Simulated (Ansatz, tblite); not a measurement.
## A script for KBr (GFN1-xTB)

These are simulated results from tblite 0.8.0, not measurements. The cell was built from a prototype and was relaxed with r2SCAN in plane waves (Ansatz 0.2.0). Not every such cell is a known phase. All runs are without spin polarisation.

Space group P6_3/mmc (No. 194), hexagonal; conventional cell a = 4.559 Å, c = 8.020 Å, 36.09 Å³ an atom. Around K lie 6 Br at 3.31 Å; around Br lie 6 K at 3.31 Å.

tblite solves periodic systems at the zone centre alone, so the script builds a cluster of 3×3×1 conventional cells (36 atoms), which folds in a coarse mesh of k points.

run.py reads:

```python
import json
from ase import Atoms
from ase.build import make_supercell
from ase.units import Bohr, GPa, Hartree
from tblite.interface import Calculator

atoms = Atoms(['K', 'K', 'Br', 'Br'],
              cell=[[4.55929826, 0.0, 0.0], [-2.27964913, 3.94846811, 0.0], [0.0, 0.0, 8.02006474]],
              scaled_positions=[[0.0, 0.0, 0.0], [0.0, 0.0, 0.5], [0.333333333, 0.666666667, 0.25], [0.666666667, 0.333333333, 0.75]],
              pbc=True)
cluster = make_supercell(atoms, [[3, 0, 0], [0, 3, 0], [0, 0, 1]])
calc = Calculator('GFN1-xTB', cluster.numbers, cluster.positions / Bohr, lattice=cluster.cell[:] / Bohr, periodic=cluster.pbc)
calc.set('temperature', 0.02 / Hartree)
calc.set('max-iter', 150)
res = calc.singlepoint()
levels = res.get('orbital-energies') * Hartree
nv = round(res.get('orbital-occupations').sum() / 2)
cells = len(cluster) // len(atoms)
out = {'energy_per_cell': res.get('energy') * Hartree / cells, 'homo': levels[nv - 1], 'lumo': levels[nv],
       'stress': (-res.get('virial') * Hartree / cluster.get_volume() / GPa).tolist(), 'charges': res.get('charges')[:len(atoms)].tolist(), 'electrons': 2 * nv / cells}
json.dump(out, open('results.json', 'w'))
for key, value in out.items():
    print(key, value)
```

Command: `python run.py`. It took 1.8 s on 1 thread of Arm Neoverse V1, on a shared host, peak memory 0.1 GiB.

Output:

```
------------------------------------------------------------
  cycle        total energy    energy error   density error
------------------------------------------------------------
      1     -77.97644296222  -7.7840694E+01   5.3912113E-01
      2     -77.30607480804   6.7036815E-01   3.2016606E-01
      3      146.6899497890   2.2399602E+02   1.1165210E+00
      4     -77.90333817616  -2.2459329E+02   3.8984468E-02
      5     -77.88950470149   1.3833475E-02   3.7739961E-02
      6     -78.05415991753  -1.6465522E-01   1.4482623E-02
      7     -78.08354907147  -2.9389154E-02   3.7581364E-03
      8     -78.08377702255  -2.2795108E-04   4.2862252E-04
      9     -78.08375628067   2.0741872E-05   7.0817425E-04
     10     -78.08377825558  -2.1974908E-05   1.5027719E-04
     11     -78.08377607228   2.1833025E-06   2.2659528E-04
     12     -78.08377826245  -2.1901721E-06   1.2169610E-04
     13     -78.08377837360  -1.1115158E-07   1.3926531E-05
------------------------------------------------------------

 total:                                   1.085 sec
energy_per_cell -236.08531506280815
homo 7.587517482129689
lumo 7.7310140881397
stress [[-1.2875938599910022, -0.00684770956563728, 0.00029036178139757457], [-0.006847709565637244, -1.2955050586394925, 0.00028304503610906317], [0.0002903617813975865, 0.0002830450361090783, -0.1618138950436435]]
charges [0.4803856857565379, 0.4807470974858378, -0.4811766722140404, -0.4813223419186118]
electrons 16.0
```

The cycle table is in hartree for the whole cluster, and the lines after it are in eV (the energy for one cell). The printed stress is in GPa and positive in compression, and the pressure is its mean diagonal.

GFN1-xTB gives a gap of 0.14 eV. On the same cell, plane-wave PBE (Ansatz, 6×6×4 k points and the special points) gives a gap of 4.35 eV and r2SCAN a gap of 4.99 eV; on shared hosts these took about 5.3 and 11 core-seconds on the 4-atom cell, against 1.8 for the script. Semilocal gaps usually lie below measured ones. xTB was fitted to molecules, so gaps, charges and pressures of solids can be far off, and the gap also depends on the size of the cluster.

The same script was run on cells scaled at fixed shape and fractional coordinates:

| volume (Å³/atom) | energy (meV/atom) | pressure (GPa, positive in compression) | gap (eV) |
| --- | --- | --- | --- |
| 31.76 | -8.0 | 0.59 | 0.50 |
| 33.93 | -9.0 | -0.36 | 0.29 |
| 36.09 | 0.0 | -0.91 | 0.14 |
| 38.26 | 14.4 | -1.19 | 0.08 |
| 40.43 | 31.7 | -1.35 | 0.05 |

A Birch-Murnaghan fit puts the minimum at 32.97 Å³/atom, 8.6 % below the given cell, with a bulk modulus of 14 GPa at fixed shape.

xTB was fitted mostly to molecules, and a small cluster samples few k points, so gaps, pressures and kinks along a curve can be far from a solid's.

The runs are scalar-relativistic, without spin-orbit coupling.
